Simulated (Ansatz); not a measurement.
## Pt in Ansatz: the effect of target pressure

The system is Pt.

```
Pt
1.0
    -1.58422    1.58422    1.58422
     1.58422   -1.58422    1.58422
     1.58422    1.58422   -1.58422
Pt
1
Direct
  0.00000 0.00000 0.00000
```

This isn't the form of Pt at room conditions, which is fcc.

Alike in all runs:

```yaml
Program: Ansatz 0.2.0
Task: relaxation of cell and atoms
Functional: PBEsol
Potentials_or_basis: Ansatz PAW
Cutoff: "420 eV (not typed: the program's choice for these potentials)"
k_mesh: 12 × 12 × 12
Occupations: fermi-dirac, width 0.05 eV
Spin: no spin polarisation
```

Each run relaxes the cell or the atoms first.

```csv
target pressure,relaxed volume (Å³/atom)
0 GPa,15.19
2 GPa,15.09
5 GPa,14.94
10 GPa,14.70
20 GPa,?
30 GPa,13.94
```

Q: What does the run with target pressure 20 GPa give?

A: Relaxed volume 14.29 Å³/atom.

Worked out: In Murnaghan's law V^(-B') rises as a straight line in P. The other rows fit best with B' = 4.8, V0 = 15.19 Å³/atom and B0 = 281 GPa, which gives 14.29 Å³/atom at 20 GPa, against the run's 14.29.

Caveats: the plane-wave basis is chosen anew once the cell has moved, so the energies of steps on either side of that aren't comparable; the PAW data sets come from PBE, with cores solved anew for the run's functional, which leaves a small shift of forces and pressure.
